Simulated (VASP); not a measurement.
# Settings for AlN: self-consistent run

AlN, P1 (no. 1), 4 atoms in the cell. PBE; PAW potentials Al, N (PBE set). VASP 6.6.1. The atoms are moved at random off their ideal places.

Wanted: energy within 1 meV/atom; forces within 0.005 eV/Å; pressure within 0.1 GPa.

POSCAR:
```
AlN
1.0
    3.1130000000      0.0000000000      0.0000000000
   -1.5565000000      2.6959370820      0.0000000000
    0.0000000000      0.0000000000      4.9810000000
Al N
2 2
Direct
    0.6669120000      0.3362360000      0.4998430000
    0.3268940000      0.6678470000     -0.0018600000
    0.6696610000      0.3331100000      0.8779580000
    0.3369420000      0.6692960000      0.3828520000
```

## FFT grids and symmetry tolerance typed by hand

| FFT grids and symmetry tolerance typed by hand | Energy less reference (meV/atom) | Forces, largest deviation (eV/Å) | Pressure (GPa) | SCF iterations | Time (s) |
|---|---|---|---|---|---|
| default | 0.0 | 0.0000 | 0.06 | 14 | 38 |
| NGX, NGY, NGZ = 28, 28, 44 | 0.0 | 0.0002 | 0.06 | 14 | 77 |
| NGX, NGY, NGZ = 18, 18, 26 | 0.0 | 0.0002 | 0.06 | 14 | 41 |
| NGX, NGY, NGZ = 14, 14, 22 | -2.9 | 0.0010 | 0.09 | 14 | 21 |
| NGX, NGY, NGZ = 12, 12, 18 | 3.0 | 0.6044 | -0.97 | 14 | 18 |
| NGXF, NGYF, NGZF = 32, 32, 50 | 0.0 | 0.0006 | 0.06 | 14 | 35 |
| NGXF, NGYF, NGZF = 62, 62, 98 | 0.0 | 0.0002 | 0.06 | 14 | 39 |
| SYMPREC = 0.001 | 0.0 | 0.0000 | 0.06 | 14 | 45 |
| SYMPREC = 1e-08 | 0.0 | 0.0000 | 0.06 | 14 | 50 |
| EWALD_CUTOFF = 2.0 | -991.2 | 0.8124 | -28.83 | 14 | 43 |
| EWALD_CUTOFF = 8.0 | 0.0 | 0.0000 | 0.06 | 14 | 44 |

Chosen: default; no other choice that stays within half of the tolerance saves 30 % of the time.

## The input

INCAR:
```
  ALGO = Normal
  EDIFF = 1E-7
  ENCUT = 400
  ISIF = 2
  ISMEAR = 0
  LASPH = T
  LCHARG = F
  LREAL = F
  LWAVE = F
  NELM = 100
  PREC = Accurate
  SIGMA = 0.02
```

KPOINTS:
```
k-points
0
Gamma
  8 8 5
```

Commands:
```
cat potpaw_PBE.64/Al/POTCAR potpaw_PBE.64/N/POTCAR > POTCAR
mpirun -np 1 vasp_std > vasp.out
```

The chosen input took VASP 6.6.1 38 s on 1 core (Intel Xeon Platinum 8488C (Sapphire Rapids)), a shared host.

## An input that fails: an FFT grid typed too coarse

It runs to its end, but against the unchanged starting input it is off by 938.8 meV/atom in the energy, 0.6131 eV/Å in the forces, 8.50 GPa in the pressure.

Changes against the starting input:
```
+ NGX = 8
+ NGY = 8
+ NGZ = 12
```
